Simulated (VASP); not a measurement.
Here is the system:

```xyz
5
Lattice="6.2089 0.0000 0.0000 0.0000 6.2089 0.0000 0.0000 0.0000 6.2089" Properties=species:S:1:pos:R:3 pbc="T T T"
Cs     0.0000     0.0000     0.0000
Pb     3.1044     3.1044     3.1044
I      3.1044     0.0000     3.1044
I      0.0000     3.1044     3.1044
I      3.1044     3.1044     0.0000
```

Method: PBEsol GGA with spin-orbit coupling, VASP's PBE PAW potentials (set 64) (plane waves; VASP). Numerical set-up: 400 eV cut-off, 4×4×4 Γ-centred mesh, Gaussian smearing of 0.050 eV, potentials Cs_sv Pb_d I.

**Question.** Estimate the energy per atom (σ→0), band gap (over mesh and band path) with the smallest direct gap where there is one.

**Answer.** 
| Quantity | Value |
|---|---|
| band gap (over mesh and band path) | 0.01 eV |
| smallest direct gap (over mesh and band path) | 0.01 eV |
| energy per atom (σ→0) | -3.193 eV/atom |

The compound is CsPbI3 in the cubic perovskite structure, the ideal cubic form; the compound distorts at low or room temperature. It was relaxed first.
